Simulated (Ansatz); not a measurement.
The system is AlO.

```
CELL_PARAMETERS angstrom
2.76919 0.00000 0.00000
0.00000 2.76919 0.00000
0.00000 0.00000 2.76919
ATOMIC_POSITIONS crystal
Al 0.50000 0.50000 0.50000
O 0.00000 0.00000 0.00000
```

The cell was built by a generator and needn't be a form met in nature.

| Quantity | Value |
| --- | --- |
| Program | Ansatz 0.2.0 |
| Task | relaxation of cell and atoms |
| Functional | r2SCAN |
| Dispersion | D3(BJ) |
| Potentials or basis | Ansatz PAW |
| Cutoff | 500 eV (not typed: the program's choice for these potentials) |
| k mesh | 10 × 10 × 10 |
| Occupations | fermi-dirac, width 0.05 eV |
| Spin | no spin polarisation |

At the start: volume 10.62 Å³/atom.

Where does the relaxation end?

It ends after 5 steps and the volume is 10.19 Å³/atom (-4.1 %); space group Pm-3m (No. 221, to 0.05 Å).

The path:
| step | energy change (eV) | largest force (eV/Å) | volume (Å³) |
| --- | --- | --- | --- |
| 1 | 0.0000 | 0.0000 | 21.24 |
| 2 | -0.0141 | 0.0000 | 20.62 |
| 3 | -0.0155 | 0.0000 | 20.36 |
| 4 | -0.0155 | 0.0000 | 20.37 |
| 5 | -0.0151 | 0.0000 | 20.37 |

Final structure:
```yaml
crystal:
  lattice:
    - [2.73115, 0.00000, 0.00000]
    - [0.00000, 2.73115, 0.00000]
    - [0.00000, 0.00000, 2.73115]
  atoms:
    - { symbol: Al, position: [0.50000, 0.50000, 0.50000] }
    - { symbol: O, position: [0.00000, 0.00000, 0.00000] }
```

Caveat: the plane-wave basis is chosen anew once the cell has moved, so the energies of steps on either side of that aren't comparable; an odd number of electrons without spin polarisation forces a metal; a magnetic or distorted state may lie lower; pairwise dispersion overbinds metals, which lowers pressure and volume; the PAW data sets come from PBE, with cores solved anew for the run's functional, which leaves a small shift of forces and pressure; the dispersion damping was fitted for another functional or another form of the correction.
